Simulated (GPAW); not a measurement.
**PbS (Galena): single point with LDA**

Crystal: PbS (Galena).

```
CELL_PARAMETERS angstrom
0.00000 2.96575 2.96575
2.96575 0.00000 2.96575
2.96575 2.96575 0.00000
ATOMIC_POSITIONS crystal
Pb 0.00000 0.00000 0.00000
S 0.50000 0.50000 0.50000
```

| Quantity | Value |
| --- | --- |
| Program | GPAW 26.7.0 |
| Task | single point |
| Functional | LDA |
| Potentials or basis | the program's PAW data sets (release 1.2.1) made for this functional |
| Cutoff | 500 eV |
| Basis | pw |
| k mesh | 6 × 6 × 6 |
| Occupations | fermi-dirac, width 0.01 eV |
| Spin | no spin polarisation |
| Maxiter | 150 |

The pressure is -3.0 GPa. The band gap on the k mesh is 0.19 eV, direct.

Levels at points of the mesh, in eV from the valence-band top:
```tsv
k point	band 7	band 8	band 9	band 10	band 11	band 12	band 13	band 14
(0.00, 0.00, 0.00)	-6.09	-2.17	-2.17	-2.17	5.03	5.03	5.03	6.62
(0.50, 0.50, 0.00)	-7.27	-5.26	-3.47	-3.47	3.73	5.44	5.53	5.53
(0.50, 0.50, 0.50)	-8.92	-1.76	-1.76	0.00	0.19	1.80	1.80	8.48
```

Run time: 8 s on 1 thread of Arm Neoverse V2, with other jobs on the host, peak memory 0.14 GiB.

Caveat: the cutoff is short for stress and forces, so pressures can be off by a GPa or more; spin-orbit coupling is left out, which as a rule narrows the gap of such compounds by several tenths of an eV. A k mesh can miss the band edges.
